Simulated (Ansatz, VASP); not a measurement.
# One calculation of LiH, two programs

The input INCAR:

```
SYSTEM = LiH
PREC = Accurate ; ENCUT = 520
EDIFF = 1E-7 ; ISMEAR = 0
SIGMA = 0.05 ; LREAL = .False.
LASPH = .True. ; NELM = 100
ALGO = Normal ; ISIF = 2
LWAVE = .False. ; LCHARG = .False.
GGA = PS ; NBANDS = 9
```

Contents of KPOINTS:

```
Automatic mesh
0
Gamma
  14 14 14
  0 0 0
```

The input POSCAR:

```
LiH
1.0
   -0.0099498194      1.9899638738      1.9899638738
    1.9800140544      0.0000000000      1.9800140544
    1.9899638738      1.9899638738     -0.0099498194
Li H
1 1
Direct
    0.0000000000      0.0000000000      0.0000000000
    0.5000000000      0.5000000000      0.5000000000
```

Input for Ansatz:

```yaml
crystal:
  lattice:
    - [-0.0099498194, 1.9899638738, 1.9899638738]
    - [1.9800140544, 0.0, 1.9800140544]
    - [1.9899638738, 1.9899638738, -0.0099498194]
  atoms:
    - { symbol: Li, position: [0.0, 0.0, 0.0] }
    - { symbol: H, position: [0.5, 0.5, 0.5] }
basis:
  ecutwfc: 420
  ecutrho_ratio: 4
kpoints:
  mp_grid: { grid: [14, 14, 14] }
hamiltonian:
  xc: pbesol
scf:
  occupations: { method: gaussian, width: 0.05 }
output:
  forces: true
  stress: true
  eigenvalues: true
```

Change from the starting cell: strain e5 = -0.01, atoms carried along.

Alike in both runs: task single point; functional PBEsol; k mesh 14 × 14 × 14; occupations gaussian, width 0.05 eV; no spin polarisation.

|  | VASP | Ansatz |
| --- | --- | --- |
| version | VASP 6.6.1 | Ansatz 0.2.0 |
| potentials or method | VASP PAW PBE potentials, release 64 (Li_sv, H) | scalar-relativistic, plane waves, PAW |
| plane-wave cutoff (eV) | 520 | 420 |
| valence electrons in the cell | 4 | 4 |

|  | VASP | Ansatz | Ansatz less VASP |
| --- | --- | --- | --- |
| gap on the k mesh at the Fermi level (eV) | 2.73 | 2.73 | -0.001 |
| least direct gap on the mesh (eV) | 2.73 | 2.73 | -0.001 |

 A k mesh can miss the band edges.
